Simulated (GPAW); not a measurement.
Runs of GPAW 26.7.0 on BaTiO3. Symmetry: P4mm, No. 99, tetragonal system. Conventional cell: a = 4.000 Å, b = 4.000 Å, c = 4.018 Å, α = 90.00°, β = 90.00°, γ = 90.00°. Around Ba (site symmetry 4mm) lie 12 O at 2.79 to 2.88 Å. Ti (site symmetry 4mm) is surrounded by 6 O at 1.89 to 2.13 Å. O (site symmetry 2mm) has 2 Ti at 2.00 Å as nearest neighbours. Around O (site symmetry 4mm) lie 2 Ti at 1.89 to 2.13 Å. 

```csv
task,level,potentials or basis,cell,k mesh,cutoff (eV),smearing,response ecut,response k mesh,response bands,kernels,coarser k mesh,mesh quality,gap on the mesh (eV),pressure (GPa),largest force (eV/Å)
dielectric tensor,AM05,"PAW data sets generated in the run's folder for this functional, pw",as given,6 × 6 × 6,650,fermi-dirac 0.001 eV,80 eV,7 × 7 × 7,60,["RPA"],7 × 7 × 7,not flagged,(b),-,-
Fermi surface,r2SCAN,"GPAW PAW data sets (gpaw-data 1.2.1), pw",as given,5 × 5 × 5,800,fermi-dirac 0.05 eV,-,-,-,-,-,not flagged,(c),0.7,0.35
relaxation of cell and atoms,RPBE+D3(BJ),"the program's PAW data sets (release 1.2.1) made for this functional, pw",relaxed,4 × 4 × 4,800,fermi-dirac 0.05 eV,-,-,-,-,-,coarse,2.00,0.0,0.01
band structure,PBE,"PAW data sets generated in the run's folder for this functional, pw",as given,4 × 4 × 4,800,fermi-dirac 0.05 eV,-,-,-,-,-,coarse,1.80,(a),0.28
```

Alike in all rows: no spin polarisation.

Fill in the values left out.

(a) 3.8; (b) 1.76; (c) 2.34.

Caveats: spin-orbit coupling is left out, which moves the levels of the heavy elements; an odd mesh through Γ misses points on the zone boundary, where band edges often lie (some runs); the long-wavelength limit can be off by several per cent where d states take part (some runs); the PAW data sets were made with another functional, which shifts forces and pressure a little (some runs); later steps reuse the first step's grids (some runs).

A k mesh can miss the band edges, and the runs leave out spin-orbit coupling on Ba.

Not every run made on this cell is shown here.
